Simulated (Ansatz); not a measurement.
# SnTe: band gap under strain

Aim: follow the gap of SnTe built on the rocksalt prototype through these states: +2.0 % biaxial strain in the (111) plane, free along [111]; +3.0 % biaxial strain in the (111) plane, free along [111]; +4.0 % biaxial strain in the (111) plane, free along [111]. The table at the end shows which levels were run.

Code: Ansatz 0.2.0. PAW datasets, plane waves. The values are computed, spin-unpolarised, and not measurements.

### 1 Starting point

The unstrained cell was relaxed with r2SCAN; in each strained cell the atoms were relaxed again with r2SCAN. Names of k-points are those of the unstrained zone, where strain can split equivalent points. First state: +2.0 % biaxial strain in the (111) plane, free along [111].

The symmetry is R-3m (No. 166, trigonal); conventional cell a = 4.601 Å, c = 10.797 Å, 32.98 Å³ an atom. Around Sn lie 6 Te at 3.21 Å; around Te lie 6 Sn at 3.21 Å.

Coordinates:

```cif
data_structure
_symmetry_space_group_name_H-M 'R-3m:H'
_symmetry_Int_Tables_number 166
_cell_length_a 4.6006
_cell_length_b 4.6006
_cell_length_c 10.7970
_cell_angle_alpha 90.000
_cell_angle_beta 90.000
_cell_angle_gamma 120.000
_cell_volume 197.91
loop_
_atom_site_label
_atom_site_type_symbol
_atom_site_symmetry_multiplicity
_atom_site_Wyckoff_symbol
_atom_site_fract_x
_atom_site_fract_y
_atom_site_fract_z
_atom_site_occupancy
Sn1 Sn 3 a 0.00000 0.00000 0.00000 1
Te1 Te 3 b 0.33333 0.66667 0.16667 1
```

From earlier runs on the unstrained cell: PBE 0.01 eV, r2SCAN 0.15 eV, HSE06 0.25 eV, r2SCAN+SOC 0.08 eV; a = 6.379 Å.

### 2 +2.0 % biaxial strain in the (111) plane, free along [111]: PBE

input.yaml reads:

```yaml
crystal:
  lattice:
    - [-0.0908697655, 3.1622471869, 3.1622471869]
    - [3.1622471869, -0.0908697655, 3.1622471869]
    - [3.1622471869, 3.1622471869, -0.0908697655]
  atoms:
    - { symbol: Sn, position: [0.0, 0.0, 0.0] }
    - { symbol: Te, position: [0.5, 0.5, 0.5] }
kpoints:
  mp_grid: { grid: [8, 8, 8] }
  band_path:
    path:
      - [0.0, 0.0, 0.0]
      - [0.5, 0.0, 0.5]
      - [0.625, 0.25, 0.625]
      - [0.375, 0.375, 0.75]
      - [0.5, 0.5, 0.5]
      - [0.5, 0.25, 0.75]
      - [0.0, 0.0, 0.5]
    npoints: 1
hamiltonian:
  xc: pbe
scf:
  occupations: { method: fermi_dirac, width: 0.02 }
  n_extra_bands: 4
output:
  forces: true
  stress: true
  eigenvalues: true
```

The run is started by

```
> ansatz run input.yaml --threads 2 --pin off --max-ram 18432MiB --backend cpu --events-out ev --progress --plain --runs-dir out
```

After this run come: +2.0 % biaxial strain in the (111) plane, free along [111]: r2SCAN; +2.0 % biaxial strain in the (111) plane, free along [111]: HSE06; +2.0 % biaxial strain in the (111) plane, free along [111]: r2SCAN+SOC; +3.0 % biaxial strain in the (111) plane, free along [111]: PBE; +3.0 % biaxial strain in the (111) plane, free along [111]: r2SCAN; +3.0 % biaxial strain in the (111) plane, free along [111]: HSE06; +3.0 % biaxial strain in the (111) plane, free along [111]: r2SCAN+SOC; +4.0 % biaxial strain in the (111) plane, free along [111]: PBE; +4.0 % biaxial strain in the (111) plane, free along [111]: r2SCAN; +4.0 % biaxial strain in the (111) plane, free along [111]: HSE06; +4.0 % biaxial strain in the (111) plane, free along [111]: r2SCAN+SOC.

**Question.** What will these runs give?

The runs gave:

Least gap in eV (negative: overlap), with the change from the unstrained cell in brackets:

| state | volume change (%) | PBE | r2SCAN | HSE06 |
| --- | --- | --- | --- | --- |
| +2.0 % biaxial strain in the (111) plane, free along [111] | +1.7 | -0.23 (-0.24) | -0.12 (-0.27) | -0.02 (-0.27) |
| +3.0 % biaxial strain in the (111) plane, free along [111] | +2.6 | -0.32 (-0.33) | -0.23 (-0.38) | -0.14 (-0.39) |
| +4.0 % biaxial strain in the (111) plane, free along [111] | +2.8 | -0.43 (-0.44) | -0.40 (-0.55) | -0.31 (-0.56) |

In words: With HSE06, of the states in the table +4.0 % biaxial strain in the (111) plane, free along [111] shifts the gap most, by -0.562 eV. PBE and HSE06 differ by 0.24 eV on the unstrained gap, and by at most 0.12 eV on its change. Spin-orbit coupling is left out of the table, though the cell holds Te (Z = 52); in an element this heavy it can shift bands and gaps by tenths of an eV.
